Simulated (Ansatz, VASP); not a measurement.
HfN: VASP beside Ansatz

```
CELL_PARAMETERS angstrom
0.00000 2.25600 2.25600
2.25600 0.00000 2.25600
2.25600 2.25600 0.00000
ATOMIC_POSITIONS crystal
Hf 0.00000 0.00000 0.00000
N 0.50000 0.50000 0.50000
```

Alike in both runs: task band structure; functional r2SCAN; k mesh 10 × 10 × 10; occupations fermi-dirac, width 0.05 eV; no spin polarisation.

|  | VASP | Ansatz |
| --- | --- | --- |
| version | VASP 6.6.1 | Ansatz 0.2.0 |
| potentials or method | VASP PAW PBE potentials, release 64 (Hf_pv, N) | Ansatz PAW |
| plane-wave cutoff (eV) | 520 | 500 |
| valence electrons in the cell | 15 | 31 |

Ansatz gave:

| Item | Value |
| --- | --- |
| gap on the k mesh at the Fermi level (eV) | none |
| pressure (GPa) | 2.6 |

**Question.** What did VASP give for the same quantities?

**Answer.** gap on the k mesh at the Fermi level (eV): none; pressure (GPa): -0.1.

A gap of «none» marks a metal or a gap that the smearing closes. The two sets of potentials don't hold the same shells in valence.

Caveats: spin-orbit coupling is left out, which moves the levels of the heavy elements; the PAW data sets were made with another functional, which shifts forces and pressure a little (VASP); the PAW data sets come from PBE, with cores solved anew for the run's functional, which leaves a small shift of forces and pressure (Ansatz).
